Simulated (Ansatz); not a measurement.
**Co: frozen-core PAW against all-electron methods**

```
Co
1.0
     2.51900    0.00000    0.00000
    -1.25950    2.18152    0.00000
     0.00000    0.00000    4.09100
Co
2
Direct
  0.33333 0.66667 0.25000
  0.66667 0.33333 0.75000
```

Atoms are numbered in the order listed.

The cell comes from COD entry 9011615, which wasn't checked; take it as a given geometry. It differs from other determinations.

All numbers are computed: DFT, PBEsol, PAW with Ansatz's default frozen-core files, scalar-relativistic (Ansatz 0.2.0); DFT, PBEsol, all-electron LAPW, scalar-relativistic (Ansatz 0.2.0).

For PAW: a Γ-centred 19×19×10 k mesh, Fermi–Dirac smearing of 0.05 eV, cutoff 420 eV, spin-polarised from start moments Co1 2, Co2 2 μB; the PAW files were made with PBE, and the program remakes their frozen cores for this functional. LAPW targets a basis error of 0.5 meV/atom. The Ansatz runs share mesh, smearing and spin set-up. Plane-wave (PAW) pressures include the program's estimate of the Pulay term.

Stress and pressure are positive in compression.

Levels count from the Fermi level.

```
                              quantity     PAW    LAPW
                        pressure (GPa)  -16.13  -16.19
                       stress xx (GPa)  -15.69  -15.75
                       stress zz (GPa)  -17.01  -17.07
               moment of the cell (μB)   3.288   3.288
highest filled spin-up level at Γ (eV)  -0.263  -0.258
  lowest empty spin-up level at Γ (eV)   5.901   5.905
highest filled spin-up level at L (eV)  -0.640  -0.643
  lowest empty spin-up level at L (eV)   1.419   1.423
```

PAW's pressure differs from the LAPW value by +0.06 GPa.
